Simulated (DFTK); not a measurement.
**NiO in DFTK: convergence with k mesh**

NiO:

```
CELL_PARAMETERS angstrom
0.00000 2.08590 2.08590
2.08590 0.00000 2.08590
2.08590 2.08590 0.00000
ATOMIC_POSITIONS crystal
Ni 0.00000 0.00000 0.00000
O 0.50000 0.50000 0.50000
```

- Program: DFTK 0.8.2
- Task: convergence study
- Functional: r2SCAN
- Potentials or basis: SG15 1.2 (PBE)
- Cutoff: 1225 eV
- k mesh: 2 × 2 × 2
- Occupations: gaussian, width 0.15 eV
- Spin: collinear spin, ferromagnetic start
- Starting moments: [1.0, 0.0] μB

These are the settings of the first run; the series varies k mesh, with any setting tied to it.

Hardware: 1 thread of Intel(R) Xeon(R) Platinum 8488C (Sapphire Rapids) (shared host).

| k mesh | energy less the tightest run, at zero smearing (meV/atom) | pressure (GPa) | absolute moment (μB) | gap on the mesh (eV) | SCF cycles |
| --- | --- | --- | --- | --- | --- |
| 2 × 2 × 2 | 182.16 | -17.56 | 0.00 | - | 14 |
| 3 × 3 × 3 | 352.03 | -9.06 | 0.43 | 0.000 | 29 |
| 5 × 5 × 5 | 1.55 | 2.27 | 2.03 | 0.815 | 17 |
| 7 × 7 × 7 | 0.11 | 2.24 | 2.03 | 0.732 | 35 |
| 8 × 8 × 8 | 408.03 | -9.59 | 0.00 | 0.000 | 27 |
| 10 × 10 × 10 | 395.11 | -10.24 | 0.00 | 0.000 | 27 |
| 12 × 12 × 12 | 0.00 | 2.24 | 2.03 | 0.642 | 21 |

Not settled before the last step: the energy (to 1 meV/atom), the pressure (to 0.1 GPa), the absolute moment (to 0.02 μB), the gap on the mesh (to 0.01 eV). Meshes of other sizes hit other points, so gaps and Fermi surfaces needn't settle smoothly. The tightest run that finished is the yardstick and may itself not be fully converged.

Caveat, for the tightest run too: the potentials were made for another functional, which shifts forces and pressure; a cell with one magnetic atom can't hold antiferromagnetic order, which such compounds often take.
